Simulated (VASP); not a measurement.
# ZrS (I4mm) in VASP: further runs, part 2 of 2

VASP 6.6.1. Earlier steps stand in the parts before.

## 3. Single point, PBEsol

File INCAR:

```
SYSTEM = ZrS
PREC = Accurate ; ENCUT = 520
EDIFF = 1E-6 ; ISMEAR = 0
SIGMA = 0.15 ; LREAL = .False.
LASPH = .True. ; NELM = 60
ALGO = Fast ; ISIF = 2
LWAVE = .False. ; LCHARG = .True.
GGA = PS ; LELF = .True.
LVHAR = .True. ; NBANDS = 16
```

File KPOINTS:

```
regular mesh
0
Gamma
  16 16 16
  0 0 0
```

File POSCAR:

```
ZrS
1.0
    0.0000000000      2.6250000000      2.6250000000
    2.6250000000      0.0000000000      2.6250000000
    2.6250000000      2.6250000000      0.0000000000
Zr S
1 1
Direct
   -0.0357142857     -0.0357142857      0.0357142857
    0.5000000000      0.5000000000      0.5000000000
```

Potentials or basis: VASP PAW PBE potentials, release 64 (Zr_sv, S).

On the command line:

```console
$ cat potpaw_PBE.64/Zr_sv/POTCAR potpaw_PBE.64/S/POTCAR > POTCAR
$ mpirun -np 1 vasp_std > vasp.out
```

Wall time 3.2 min (1 thread of Intel Xeon 6975P-C (Granite Rapids), shared host); peak memory 0.3 GiB.

It converged, with:

```yaml
Free_energy: -16.3979 eV
Pressure: -4.1 GPa
Largest_force: 1.076 eV/Å
Band_gap_on_the_k_mesh: none (metal or under the smearing width)
```

Forces in eV/Å, atoms in the order of the input:
```
Zr   0.000  0.000  1.076
S    0.000  0.000 -1.076
```

Stress tensor (GPa, compression positive):
```
-6.73  0.00  0.00
 0.00 -6.73  0.00
 0.00  0.00  1.04
```

Levels at points of the mesh, in eV from the Fermi level:
```
           k point  band 6  band 7  band 8  band 9  band 10  band 11  band 12  band 13
(0.00, 0.00, 0.00)   -3.78   -3.72   -3.72   -1.27    -1.00    -1.00    -0.59    -0.14
(0.50, 0.00, 0.00)   -7.96   -5.89   -5.87    1.32     1.48     1.69     2.01     4.94
(0.50, 0.50, 0.00)   -6.14   -4.41   -4.41   -3.39     0.63     2.39     2.39     2.47
(0.00, 0.50, 0.50)   -6.21   -4.90   -4.45   -2.86     0.69     2.41     2.43     2.86
```

Caveat: the PAW data sets were made with another functional, which shifts forces and pressure a little.

## 4. Single point, PBEsol

File INCAR:

```
SYSTEM = ZrS
ALGO = Fast ; EDIFF = 1E-7
ENCUT = 520 ; GGA = PS
ISIF = 2 ; ISMEAR = 0
LASPH = .TRUE. ; LCHARG = .TRUE.
LELF = .TRUE. ; LREAL = .FALSE.
LVHAR = .TRUE. ; LWAVE = .FALSE.
NBANDS = 16 ; NELM = 100
PREC = Accurate ; SIGMA = 0.15
```

File KPOINTS:

```
k-points
0
G
  16 16 16
  0 0 0
```

POSCAR, as its differences from that of step 3:

```diff
@@ -8,3 +8,3 @@
 Direct
-   -0.0357142857     -0.0357142857      0.0357142857
+   -0.0214285714     -0.0214285714      0.0214285714
     0.5000000000      0.5000000000      0.5000000000
```

Potentials or basis: VASP PAW PBE potentials, release 64 (Zr_sv, S).

On the command line:

```console
$ cat potpaw_PBE.64/Zr_sv/POTCAR potpaw_PBE.64/S/POTCAR > POTCAR
$ mpirun -np 1 vasp_std > vasp.out
```

OUTCAR:

```text
SYSTEM = ZrS
   EDIFF = 1E-7
   ENCUT = 520
   GGA = PS
   ISIF = 2
   ISMEAR = 0
   LASPH = .TRUE.
   LREAL = .FALSE.
   NELM = 100
   PREC = Accurate

 ion  position               nearest neighbor table
   1  0.979  0.979  0.021-   2 2.51   2 2.63   2 2.63   2 2.63   2 2.63   2 2.74
   2  0.500  0.500  0.500-   1 2.51   1 2.63   1 2.63   1 2.63   1 2.63   1 2.74

  LATTYP: Found a face centered cubic cell.
 ALAT       =     5.2500000000

  Lattice vectors:

[... 646 lines left out ...]

  FORCE on cell =-STRESS in cart. coord.  units (eV):
  Direction    XX          YY          ZZ          XY          YZ          ZX
  --------------------------------------------------------------------------------------
  -------------------------------------------------------------------------------------
  Total       -1.4500636     -1.4500636     -0.8326466      0.0000000      0.0000000     -0.0000000
  in kB      -64.2213935    -64.2213935    -36.8768138      0.0000000      0.0000000     -0.0000000
  external PRESSURE =     -55.1065336 kB  Pullay stress =       0.0000000 kB

 VOLUME and BASIS-vectors are now :
 -----------------------------------------------------------------------------
  energy-cutoff  :      520.00
  volume of cell :       36.18
      direct lattice vectors                 reciprocal lattice vectors
     0.000000000  2.625000000  2.625000000    -0.190476190  0.190476190  0.190476190
     2.625000000  0.000000000  2.625000000     0.190476190 -0.190476190  0.190476190
     2.625000000  2.625000000  0.000000000     0.190476190  0.190476190 -0.190476190

 POSITION                                       TOTAL-FORCE (eV/Angst)
 -----------------------------------------------------------------------------------
      2.62500      2.62500      5.13750         0.000000      0.000000      0.552175
      2.62500      2.62500      2.62500         0.000000      0.000000     -0.552175
 -----------------------------------------------------------------------------------
    total drift:                                0.000000      0.000000     -0.000159

  FREE ENERGIE OF THE ION-ELECTRON SYSTEM (eV)
  ---------------------------------------------------
  free  energy   TOTEN  =       -16.4578130368 eV

  energy  without entropy=      -16.4437301906  energy(sigma->0) =      -16.45077161
```

OSZICAR:

```text
N       E                     dE             d eps       ncg     rms          rms(c)
DAV:   1     0.116744373721E+03    0.11674E+03   -0.94369E+03 11176   0.109E+03
DAV:   2    -0.118121378680E+02   -0.12856E+03   -0.12425E+03 14624   0.282E+02
DAV:   3    -0.173025695090E+02   -0.54904E+01   -0.54435E+01 18680   0.496E+01
[... 14 lines left out ...]
RMM:  18    -0.164578120765E+02    0.46191E-05   -0.29732E-05 17743   0.323E-02    0.321E-02
RMM:  19    -0.164578125264E+02   -0.44990E-06   -0.99094E-06 18562   0.182E-02    0.182E-02
RMM:  20    -0.164578127987E+02   -0.27222E-06   -0.35206E-06 17917   0.902E-03    0.704E-03
RMM:  21    -0.164578130024E+02   -0.20370E-06   -0.99987E-07 14880   0.477E-03    0.132E-03
RMM:  22    -0.164578130368E+02   -0.34452E-07   -0.42202E-07 11837   0.295E-03
   1 F= -.16457813E+02 E0= -.16450772E+02  d E =-.140828E-01
```

stdout:

```text
POSCAR found type information on POSCAR ZrS
 POSCAR found :  2 types and       2 ions
 scaLAPACK will be used
 -----------------------------------------------------------------------------
[... 48 lines left out ...]
 num prob  num prob  num prob  num prob  num prob  num prob  num prob  num prob  num prob  num prob  num prob  num prob  num prob  num prob  num prob  num prob  num prob WARNING in EDDRMM: call to ZHEGV failed, returncode =   6  3      6
WARNING in EDDRMM: call to ZHEGV failed, returncode =   8  4     15
WARNING in EDDRMM: call to ZHEGV failed, returncode =   6  3      6
 num prob  num prob WARNING in EDDRMM: call to ZHEGV failed, returncode =   6  3      6
 num prob  num prob RMM:  22    -0.164578130368E+02   -0.34452E-07   -0.42202E-07 11837   0.295E-03
```

It took 3.4 min on 1 thread of Intel Xeon 6975P-C (Granite Rapids), shared host; peak memory 0.3 GiB.

What came out:

| Quantity | Value |
| --- | --- |
| Free energy | -16.4578 eV |
| Pressure | -5.5 GPa |
| Largest force | 0.552 eV/Å |
| Band gap on the k mesh | none (metal or under the smearing width) |

Forces in eV/Å, atoms in the order of the input:
```
Zr   0.000  0.000  0.552
S    0.000  0.000 -0.552
```

Caveat: the PAW data sets were made with another functional, which shifts forces and pressure a little.

## 5. The runs side by side

| cell | further INCAR settings | gap on the mesh (eV) | pressure (GPa) | largest force (eV/Å) |
| --- | --- | --- | --- | --- |
| all Zr atoms moved +0.075 Å, as atom 1 towards its neighbour atom 2 (S) at 2.625 Å | ALGO = Fast; EDIFF = 1e-07; NBANDS = 16 | none | -5.9 | 0.34 |
| all Zr atoms moved +0.188 Å, as atom 1 towards its neighbour atom 2 (S) at 2.625 Å | ALGO = Fast; EDIFF = 1e-06; NBANDS = 16 | none | -4.1 | 1.08 |
| all Zr atoms moved +0.113 Å, as atom 1 towards its neighbour atom 2 (S) at 2.625 Å | ALGO = Fast; EDIFF = 1e-07; NBANDS = 16 | none | -5.5 | 0.55 |

Alike in all rows: task single point; level PBEsol; potentials or basis VASP PAW PBE potentials, release 64 (Zr_sv, S); no spin polarisation; k mesh 16 × 16 × 16; cutoff (eV) 520; smearing gaussian 0.15 eV.

Caveats: the PAW data sets were made with another functional, which shifts forces and pressure a little.

Total energies depend on the potentials used, so only differences within one code and one set of settings carry meaning.
